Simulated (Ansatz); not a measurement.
Clean, relaxed (110) surface of TiAl, space group P4/mmm (No. 123) (top face towards +c; atoms held fixed, by place in the list: 1, 2, 3, 4):

```xyz
8
Lattice="3.9530 0.0000 0.0000 0.0000 4.0387 0.0000 0.0000 0.0000 22.9294" Properties=species:S:1:pos:R:3 pbc="T T T"
Ti    1.9765    0.0000    8.5000
Al    0.0000    2.0194    8.5000
Ti    0.0000    0.0000   10.4765
Al    1.9765    2.0194   10.4765
Ti    1.9765    0.0000   12.4375
Al    0.0000    2.0194   12.4776
Ti    0.0000    0.0000   14.3478
Al    1.9765    2.0194   14.4099
```

Level of theory: Ansatz, DFT PBEsol, scalar-relativistic, plane waves, PAW. Settings: cutoff 420 eV, Γ-centred mesh 7×7×1 on the computed 8-atom cell, Gaussian smearing of 0.10 eV; no spin polarisation. The cell repeats along c with a dipole correction in the vacuum.

N (atom) is put at the top (Al) at (0.50, 0.50) site, one adsorbate per 16.0 Å², and relaxed. E_ads counts from the clean slab and the free adsorbate (spin-polarised where it has unpaired electrons); negative means bound. Heights count from the highest slab atom after relaxation. Bonded neighbours lie within 1.25 times the sum of covalent radii (1.35 for H) and, on that scale, within 12 % of the closest. With the adsorbate the cell is lengthened along c to keep the vacuum.

Question: How strongly does it bind, and where does its anchoring atom end?

Answer: -3.28 eV; at (0.50, 0.50), 1 bonded neighbour (Al), largest slab move 0.9 Å.

Question: How high does its anchoring atom sit over the highest slab atom, and what is the shortest contact with the surface?

Answer: 0.85 Å; N–Al 1.78 Å.

Question: The clean face has a work function of 4.12 eV. How does the adsorbate change it?

Answer: By +1.80 eV.

Each end is the local minimum or symmetric point that its start leads to. The slab is only 5.9 Å thick, so the energies aren't converged with thickness.

Spin polarisation was left out, and a magnetic state may lie lower.